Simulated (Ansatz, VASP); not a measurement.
Pb in VASP and in Ansatz

The input INCAR:

```
SYSTEM = Pb
PREC = Accurate ; ENCUT = 520
EDIFF = 1E-7 ; ISMEAR = -1
SIGMA = 0.05 ; LREAL = .False.
LASPH = .True. ; NELM = 60
ALGO = Normal ; ISIF = 2
LWAVE = .False. ; LCHARG = .False.
GGA = PE ; NBANDS = 21
```

The input KPOINTS:

```
regular mesh
0
Gamma
  9 9 5
  0 0 0
```

Contents of POSCAR:

```
Pb
1.0
    3.5257947253      0.0000000000      0.0000000000
   -1.7628973626      3.0534278007      0.0000000000
    0.0000000000      0.0000000000      5.6635610674
Pb
2
Direct
    0.6666666667      0.3333333333      0.7500000000
    0.3333333333      0.6666666667      0.2500000000
```

input.yaml

```yaml
crystal:
  lattice:
    - [3.5257947253, 0.0, 0.0]
    - [-1.7628973626, 3.0534278007, 0.0]
    - [0.0, 0.0, 5.6635610674]
  atoms:
    - { symbol: Pb, position: [0.6666666667, 0.3333333333, 0.75] }
    - { symbol: Pb, position: [0.3333333333, 0.6666666667, 0.25] }
hamiltonian:
  xc: pbe
  pseudopotentials: { kind: paw }
kpoints:
  mp_grid: { grid: [9, 9, 5] }
scf:
  occupations: { method: fermi_dirac, width: 0.05 }
output:
  forces: true
  stress: true
  eigenvalues: true
```

Change from the starting cell: volume scaled by 1.04.

Alike in both runs: task single point; functional PBE; k mesh 9 × 9 × 5; occupations fermi-dirac, width 0.05 eV; no spin polarisation.

```csv
,VASP,Ansatz
version,VASP 6.6.1,Ansatz 0.2.0
potentials or method,"VASP PAW PBE potentials, release 64 (Pb_d)",Ansatz PAW
plane-wave cutoff (eV),520,420
valence electrons in the cell,28,28
```

Ansatz gave:

| Property | Result |
| --- | --- |
| gap on the k mesh at the Fermi level (eV) | none |
| pressure (GPa) | 2.1 |
| largest component of the traceless stress (GPa) | 1.99 |

Q: What did VASP give for the same quantities?

A: gap on the k mesh at the Fermi level (eV): none; pressure (GPa): 2.1; largest component of the traceless stress (GPa): 1.96.

A gap of «none» marks a metal or a gap that the smearing closes.

The runs have no spin-orbit coupling, so splittings on Pb are missing.
